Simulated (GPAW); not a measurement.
# AlPt (P2_13) in GPAW: reference runs

Reference runs on AlPt: the cell as given.

All numbers are computed with GPAW 26.7.0; they aren't measurements. Logs are shortened: lines on timing, memory, paths and dates and some standing lists are left out, and cuts for length are marked. The log counts tension as positive stress, the text compression.

### Step 1. The structure

It takes space group P2_13 (No. 198, cubic). The conventional cell has a = 4.879 Å, b = 4.879 Å, c = 4.879 Å, α = 90.00°, β = 90.00°, γ = 90.00°. Pt (site symmetry 3) is surrounded by 7 Al at 2.60 to 2.63 Å. Al (site symmetry 3) is surrounded by 7 Pt at 2.60 to 2.63 Å.

The cell is a database's computed one.

### Step 2. Single point, PBEsol

run.py

```python
from ase import Atoms
from ase.dft.bandgap import bandgap
from ase.io import write
from ase.units import Bohr, GPa
from gpaw import GPAW, PW, setup_paths
from gpaw.elf import elf_from_dft_calculation

setup_paths.insert(0, '.')

atoms = Atoms(['Pt', 'Pt', 'Pt', 'Pt', 'Al', 'Al', 'Al', 'Al'],
              cell=[[4.87893207, 0.0, 0.0],
                    [0.0, 4.87893207, 0.0],
                    [0.0, 0.0, 4.87893207]],
              scaled_positions=[[0.84493694, 0.65506306, 0.34493694],
                                [0.65506306, 0.34493694, 0.84493694],
                                [0.34493694, 0.84493694, 0.65506306],
                                [0.15506306, 0.15506306, 0.15506306],
                                [0.1559679, 0.3440321, 0.6559679],
                                [0.3440321, 0.6559679, 0.1559679],
                                [0.6559679, 0.1559679, 0.3440321],
                                [0.8440321, 0.8440321, 0.8440321]],
              pbc=True)

calc = GPAW(mode=PW(600),
            xc='PBEsol',
            kpts={'size': (6, 6, 6), 'gamma': True},
            occupations={'name': 'fermi-dirac', 'width': 0.05},
            nbands=66,
            convergence={'density': 1e-05, 'energy': 1e-05},
            maxiter=150,
            txt='gpaw.txt')
atoms.calc = calc
energy = atoms.get_potential_energy()
forces = atoms.get_forces()
stress = atoms.get_stress()
calc.write('gs.gpw')
write('result.traj', atoms)
print(f'Energy: {energy:.6f} eV')
print('Forces (eV/A):')
print(forces.round(4))
print('Stress (GPa):', (stress / GPa).round(3))
print('Fermi level:', round(calc.get_fermi_level(), 4), 'eV')
print(f'Gap: {bandgap(calc)[0]:.4f} eV, direct: {bandgap(calc, direct=True)[0]:.4f} eV')

# fields on the real-space grid
write('density.cube', atoms, data=calc.get_pseudo_density() * Bohr**3)
write('potential.cube', atoms, data=calc.get_electrostatic_potential())
write('elf.cube', atoms, data=elf_from_dft_calculation(calc).data)
```

Potentials or basis: PAW data sets generated in the run's folder for this functional, pw.

On the command line:

```sh
$ gpaw-setup -f PBEsol Al Pt
$ OMP_NUM_THREADS=1 python run.py
```

gpaw.txt:

```text
__  _  _
 | _ |_)|_||  |
 |__||  | ||/\| - 26.7.0

Input parameters:
  mode=PW(ecut=600.0),
  convergence={'density': 1e-05, 'energy': 1e-05},
  kpts=MonkhorstPack(size=(6, 6, 6), gamma=True),
  maxiter=150,
  nbands=66,
  occupations=Occupations(name='fermi-dirac', width=0.05),
  xc=XC(name='PBEsol')

Diagonalizing LCAO Hamiltonian
Converting LCAO to pw mode
    .-----------.
   /|         Al|
  / |           |
 *  |   PtPt    |
 |  Al          |
 |  |        Pt |
 |  .--AlAl-----.
 | /           /
 |/Pt         /
 *-----------*

Atoms  # Å, Bohr magnetons
|   | symbol |        x |        y |        z |    initial magnetic moments |
|---|--------|----------|----------|----------|-----------------------------|
| 0 |     Pt | 4.122390 | 3.196008 | 1.682924 | ( 0.0000,  0.0000,  0.0000) |
| 1 |     Pt | 3.196008 | 1.682924 | 4.122390 | ( 0.0000,  0.0000,  0.0000) |
| 2 |     Pt | 1.682924 | 4.122390 | 3.196008 | ( 0.0000,  0.0000,  0.0000) |
| 3 |     Pt | 0.756542 | 0.756542 | 0.756542 | ( 0.0000,  0.0000,  0.0000) |
| 4 |     Al | 0.760957 | 1.678509 | 3.200423 | ( 0.0000,  0.0000,  0.0000) |
| 5 |     Al | 1.678509 | 3.200423 | 0.760957 | ( 0.0000,  0.0000,  0.0000) |
| 6 |     Al | 3.200423 | 0.760957 | 1.678509 | ( 0.0000,  0.0000,  0.0000) |
| 7 |     Al | 4.117975 | 4.117975 | 4.117975 | ( 0.0000,  0.0000,  0.0000) |

Unit cell  # Å
| periodic |        x |        y |        z |  lengths |    angles |
|----------|----------|----------|----------|----------|-----------|
|      yes | 4.878932 | 0.000000 | 0.000000 | 4.878932 | 90.000000 |
|      yes | 0.000000 | 4.878932 | 0.000000 | 4.878932 | 90.000000 |
|      yes | 0.000000 | 0.000000 | 4.878932 | 4.878932 | 90.000000 |

Number of symmetries: 3
Symmetry operations  # r_c * U_cc + t_c -> r_c
|   | kind |            matrix            |
|---|------|------------------------------|
| 0 |  E   |  1, 0, 0,  0, 1, 0,  0, 0, 1 |
| 1 |  C3  |  0, 1, 0,  0, 0, 1,  1, 0, 0 |
| 2 |  C3  |  0, 0, 1,  1, 0, 0,  0, 1, 0 |

BZ-sampling:
  Number of BZ points: 216
  Number of IBZ points: 40

  Monkhorst-Pack size: [6, 6, 6]
  Monkhorst-Pack shift: [0.08333333333333333, 0.08333333333333333, 0.08333333333333333]

K-points  # in reciprocal-cell coordinates
|     |                                coordinates |     weight |
|-----|--------------------------------------------|------------|
|   0 | (  0.00000000,   0.00000000,   0.00000000) | 0.00462963 |
|   1 | (  0.16666667,   0.00000000,  -0.16666667) | 0.02777778 |
|   2 | (  0.16666667,   0.00000000,   0.00000000) | 0.02777778 |
|   3 | (  0.16666667,   0.16666667,  -0.16666667) | 0.02777778 |
|   4 | (  0.16666667,   0.16666667,   0.00000000) | 0.02777778 |
|   5 | (  0.16666667,   0.16666667,   0.16666667) | 0.00925926 |
|   6 | (  0.33333333,  -0.16666667,  -0.33333333) | 0.02777778 |
|   7 | (  0.33333333,  -0.16666667,  -0.16666667) | 0.02777778 |
|   8 | (  0.33333333,  -0.16666667,   0.00000000) | 0.02777778 |
|   9 | (  0.33333333,  -0.16666667,   0.16666667) | 0.02777778 |
| ... |                                            |            |
|  39 | (  0.50000000,   0.50000000,   0.50000000) | 0.00462963 |

Plane wave coefficients: 3912
Cutoff: 600.0 eV

Spin-components: 1 (collinear spins)
Bands:           66
Projectors:      44
Spin-degeneracy: 2
Datatype:        complex128

Parallelization:
  kpt:    1
  domain: 1
  band:   1

Density:
  Valence electrons: 76.0
  Components: 1
  Grid points: [28 28 28]
  Charge: 0.0  # |e|

Potential:
  Grid points: [28 28 28]

species:
  Pt:
    name:    Platinum
    Z:       78.0
    valence: 16
    core:    62
    charge:  0.0  # [|e|]
    compensation charges:
      type: gauss
      rc: 0.41  # [Å]
      lmax: 2
    cutoffs:
      filter: 2.26  # [Å]
      core: 2.26  # [Å]
    projectors
    | kind |    occ | energy [eV] | rcut [Å] |
    |------|--------|-------------|----------|
    |   6s |  1.000 |      -5.666 |    1.307 |
    |   5p |  6.000 |     -56.073 |    1.371 |
    |   6p |  0.000 |      -0.783 |    1.371 |
    |   5d |  9.000 |      -6.179 |    1.307 |
    |    s |        |      21.545 |    1.307 |
    |    d |        |      21.032 |    1.307 |

    Using partial waves for Pt as LCAO basis

  Al:
    name:    Aluminium
    Z:       13.0
    valence: 3
    core:    10
    charge:  0.0  # [|e|]
    compensation charges:
      type: gauss
      rc: 0.34  # [Å]
      lmax: 2
    cutoffs:
      filter: 1.91  # [Å]
      core: 2.36  # [Å]
    projectors
    | kind |    occ | energy [eV] | rcut [Å] |
    |------|--------|-------------|----------|
    |   3s |  2.000 |      -7.715 |    1.085 |
    |   3p |  1.000 |      -2.689 |    1.085 |
    |    s |        |      19.497 |    1.085 |
    |    p |        |      24.522 |    1.085 |
    |    d |        |       0.000 |    1.085 |

    Using partial waves for Al as LCAO basis

Reference energy: -2027302.874912  # eV

eigensolver:
  PPCG
  Converge bands: occupied
  niter=2

density mixing:
  MSR1-Mixer
  Pratt-step length: 0.05
  Maximum mixing coefficient: 0.75
  Old densities: 10
  SVD Regularization: 0.005
  Good broyden scale: 1.0
  Trust region scale: 1.0
  Backstep threshold: 4.0
  History deletion threshold: 6.0
  Fourier metric: weight=20.0, sigma=0.015

occupation numbers:
  Fermi-Dirac:
    width: 0.0500  # eV

poisson solver:
  ecut: 4800.0  # eV

xc functional:
  name: PBEsol with 2 nearest neighbor stencil

convergence criteria:
[... 6 lines left out ...]
|iter     | |      energy | eigst |  dens |
|---------|-|-------------|-------|-------|
|iter:   1| |  -56.770723 | +0.55 |       |
|iter:   2| |  -56.263957 | -1.43 | -1.05 |
|iter:   3| |  -56.142601 | -0.79 | -1.08 |
|iter:   4| |  -53.810041 | -1.58 | -1.19 |
|iter:   5| |  -53.764621 | -2.45 | -1.92 |
|iter:   6| |  -53.764990 | -3.48 | -2.56 |
|iter:   7| |  -53.763920 | -4.24 | -2.78 |
|iter:   8| |  -53.764670 | -4.30 | -3.09 |
|iter:   9| |  -53.764713 | -5.51 | -3.84 |
|iter:  10| |  -53.764718c| -6.32 | -4.23 |
|iter:  11| |  -53.764719c| -6.79 | -4.66 |
|iter:  12| |  -53.764719c| -7.60c| -5.26c|

Converged in 12 steps
Energy contributions relative to reference atoms: (reference = -2027302.874912)

Energy contributions:
  Kinetic:          -8.618394
  Coulomb:           7.902280
  Zero:             -2.076697
  External:          0.000000
  Xc:              -50.966049
  Entropy:          -0.011721
  Spinorbit:         0.000000
  ----------------------------
  Free energy:     -53.770580
  Extrapolated:    -53.764719

dipole moment: (0.000001, 0.000001, 0.000001)  # |e|*Ang

Fermi level: 10.395
Eigenvalues  # (at kpt = [0.000, 0.000, 0.000])
| band index |      eig [eV] | occ [0-2] |
|------------|---------------|-----------|
|          0 |       -42.697 |     2.000 |
|        ... |               |           |
|         31 |         8.289 |     2.000 |
|         32 |         8.289 |     2.000 |
|         33 |         8.621 |     2.000 |
|         34 |         8.621 |     2.000 |
|         35 |         8.621 |     2.000 |
|         36 |        10.133 |     1.990 |
[... 8 lines left out ...]
|         45 |        15.488 |     0.000 |
|         46 |        15.488 |     0.000 |
|        ... |               |           |
|         65 |        27.636 |     0.000 |

No gap
No difference between direct/indirect transitions

Forces  # eV/Ang
|        x |        y |        z |
|----------|----------|----------|
|  0.04656 | -0.04658 |  0.04647 |  # Pt   0
| -0.04658 |  0.04647 |  0.04656 |  # Pt   1
|  0.04647 |  0.04656 | -0.04658 |  # Pt   2
| -0.04648 | -0.04648 | -0.04648 |  # Pt   3
| -0.00124 |  0.00123 | -0.00126 |  # Al   4
|  0.00123 | -0.00126 | -0.00124 |  # Al   5
| -0.00126 | -0.00124 |  0.00123 |  # Al   6
|  0.00127 |  0.00127 |  0.00127 |  # Al   7

Stress tensor  # eV/Ang^3
|        x |        y |        z |
|----------|----------|----------|
| 0.003995 | 0.000000 | 0.000000 |
| 0.000000 | 0.003995 | 0.000000 |
| 0.000000 | 0.000000 | 0.003995 |

# Writing to gs.gpw (mode='')
```

It took 3.9 min on 1 thread of Arm Neoverse V2, shared host; peak memory 0.39 GiB.

Results:

* Free energy: -53.7706 eV
* Pressure: -0.6 GPa
* Largest force: 0.081 eV/Å
* Band gap on the k mesh: none (metal or under the smearing width)

Forces in eV/Å, atoms in the order of the input:
```
Pt   0.047 -0.047  0.046
Pt  -0.047  0.046  0.047
Pt   0.046  0.047 -0.047
Pt  -0.046 -0.046 -0.046
Al  -0.001  0.001 -0.001
Al   0.001 -0.001 -0.001
Al  -0.001 -0.001  0.001
Al   0.001  0.001  0.001
```
